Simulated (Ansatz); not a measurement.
CuO: how the energy converges with the cutoff

CuO, P1, a = 2.976 Å, b = 2.908 Å, c = 5.180 Å, α, β, γ = 90.9°, 88.9°, 95.5°. Ansatz: PBEsol, PAW, cutoff varied, Γ-centred 10×10×6 mesh on 4 atoms, Gaussian smearing 0.10 eV; no spin polarisation. Single points at one geometry with displaced atoms, the cutoff alone changed; ΔE is the energy at zero smearing over the run at 600 eV. The runs up to 350 eV lie under the cutoff recommended for these PAW datasets.

```tsv
cutoff (eV)	ΔE (meV/atom)
200	10982.78
250	2148.56
300	368.23
350	57.76
420	?
```

Assume ΔE falls exponentially with the cutoff, fit y = ln ΔE against x, the cutoff in eV, to the other rows, and predict the missing value.

y = 9.304, 7.673, 5.909, 4.056. Means x = 275.0, y = 6.7355; Σ(Δx)² = 12500, ΣΔxΔy = -437.7; the slope is their ratio. y = 16.36 − 0.03502 x, a factor of ten per 66 eV. At 420 eV this gives ΔE = 5.22 meV/atom. The run gave 4.85, a ratio of 1.08. The decay is steady over these rows.

This form isn't the usual stable structure of the compound.

Cost: 6 runs of about 3.7 core-minutes in all, on Arm Neoverse V1 (shared hosts).